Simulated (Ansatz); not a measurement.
AlN: the gap under pressure

AlN, P6_3mc, a = 3.107 Å, c = 4.979 Å. Ansatz: r2SCAN, PAW, 500 eV, Γ-centred 12×12×6 mesh on 4 atoms, Gaussian smearing 0.02 eV; no spin polarisation. Cell and atoms are relaxed at each pressure, and no other structure is tried; the real crystal is known to change phase within this range, so the rows at high pressure are metastable. The gap is sought over the whole zone. The pressures are the targets, met within 0.03 GPa.

| P (GPa) | gap y (eV) |
| --- | --- |
| -3.0 | ? |
| 0.0 | 4.880 |
| 3.0 | 5.003 |
| 8.0 | 5.194 |
| 15.0 | 5.440 |
| 30.0 | 5.754 |
| 60.0 | 5.728 |

Question: Fit y = E0 + αP + βP² to the other rows and predict the missing gap.

Answer: Least squares on the rows shown. y = 4.8768 + 0.044518 P − 0.00050563 P². So α = 44.5 meV/GPa at zero pressure. At P = -3.0 the fit asked for gives 4.739 eV. The run gave 4.752 eV, so the fit is 0.013 eV too low, 1.3 % of the span of the series, against an rms of 0.005 eV on the fitted rows. The row lies outside the fitted range. With a term in P³ added, a fit to the same known rows predicts 4.736 eV, no real gain. Also, among the fitted rows a band edge sits at another point of the zone at 30, 60 GPa than at zero pressure, so one curve spans more than one gap, which can bend the series.

Semilocal functionals give gaps under the measured ones; changes of the gap mostly carry over better.